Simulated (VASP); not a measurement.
Runs of VASP 6.6.1 on FeO. It takes space group Fm-3m (No. 225, cubic). Conventional cell: a = 4.311 Å, b = 4.311 Å, c = 4.311 Å, α = 90.00°, β = 90.00°, γ = 90.00°. Around Fe (site symmetry m-3m) lie 6 O at 2.16 Å. O (site symmetry m-3m) is surrounded by 6 Fe at 2.16 Å. 

| spin | U | fixed moment (μB) | gap on the mesh (eV) | pressure (GPa) | moment (μB) |
| --- | --- | --- | --- | --- | --- |
| collinear, random start | Fe d U = 8 eV | - | none | -2.9 | 4.00 |
| collinear, zero start | Fe d U = 8 eV | - | (a) | -13.0 | 0.00 |
| collinear, ferromagnetic start | Fe d U = 5 eV | - | none | -0.7 | 4.00 |
| collinear, ferromagnetic start | Fe d U = 8 eV | - | none | -3.0 | 4.00 |
| collinear, ferromagnetic start | Fe d U = 5 eV | 4 | - | -0.7 | 4.00 |
| collinear, zero start | Fe d U = 5 eV | - | 2.90 | -16.8 | 0.00 |
| off | Fe d U = 5 eV | - | 2.90 | -16.8 | - |
| collinear, random start | Fe d U = 5 eV | - | none | -0.7 | 4.00 |

Alike in all rows: task single point; level PBE+U; potentials or basis VASP PAW PBE potentials, release 64 (Fe, O); cell as given; k mesh 8 × 8 × 8; cutoff (eV) 520; smearing gaussian 0.05 eV.

Problem. Estimate the missing entries.

Solution. (a) 4.10.

Caveats: a cell with one magnetic atom can't hold antiferromagnetic order, which such compounds often take (some runs); the total moment is fixed, so each spin has its own Fermi level (some runs).

A k mesh can miss the band edges.

A gap of «none» marks a metal or a gap under the smearing width.
